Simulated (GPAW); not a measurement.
Runs of GPAW 26.7.0 on MnS. The structure is cubic, space group F-43m (No. 216). The conventional cell has a = 4.947 Å, b = 4.947 Å, c = 4.947 Å, α = 90.00°, β = 90.00°, γ = 90.00°. Mn (site symmetry -43m) is surrounded by 4 S at 2.14 Å. Around S (site symmetry -43m) lie 4 Mn at 2.14 Å. The cell is a database's computed one.

```tsv
task	level	potentials or basis	cell	smearing	optimizer	fmax	max steps	convergence	target pressure	gap on the mesh (eV)	pressure (GPa)	moment (μB)
relaxation of cell and atoms	PBE+D3(BJ)	GPAW PAW data sets (gpaw-data 1.2.1), pw	relaxed	fermi-dirac 0.05 eV	BFGS	0.02 eV/Å	60	density=1e-05 forces=0.0001	-	none	0.0	(a)
single point	PBE	GPAW PAW data sets (gpaw-data 1.2.1), pw	as given	gaussian 0.019 eV	-	-	-	-	-	none	3.8	0.22
single point	PBE	GPAW PAW data sets (gpaw-data 1.2.1), pw	as given	gaussian 0.028 eV	-	-	-	-	-	none	3.8	0.22
single point	PBE	GPAW PAW data sets (gpaw-data 1.2.1), pw	as given	gaussian 0.017 eV	-	-	-	-	-	none	3.8	0.22
relaxation of cell and atoms	revPBE	the program's PAW data sets (release 1.2.1) made for this functional, pw	relaxed to 1 GPa	fermi-dirac 0.05 eV	FIRE	0.02 eV/Å	40	density=1e-05 forces=0.0001	1 GPa	none	1.0	0.23
single point	PBE	GPAW PAW data sets (gpaw-data 1.2.1), pw	as given	gaussian 0.024 eV	-	-	-	-	-	none	3.8	0.22
single point	PBE	GPAW PAW data sets (gpaw-data 1.2.1), pw	as given	gaussian 0.026 eV	-	-	-	-	-	none	3.8	0.22
single point	PBE	GPAW PAW data sets (gpaw-data 1.2.1), pw	as given	gaussian 0.014 eV	-	-	-	-	-	none	3.8	0.22
```

Alike in all rows: spin collinear, ferromagnetic start; k mesh 9 × 9 × 9; cutoff (eV) 600.

Task: Fill in the values left out.

Result: (a) 0.20.

Caveats: the moment fell far below its start of 4 μB, so a state of higher moment may lie lower in energy; semilocal functionals often make such compounds metallic where correlation or magnetic order opens a gap, which also shifts bond lengths; each step starts from the last one's moments, so a moment once lost doesn't come back (some runs); later steps reuse the first step's grids (some runs); pairwise dispersion overbinds metals, which lowers pressure and volume (some runs).

A gap of «none» marks a metal or a gap under the smearing width.
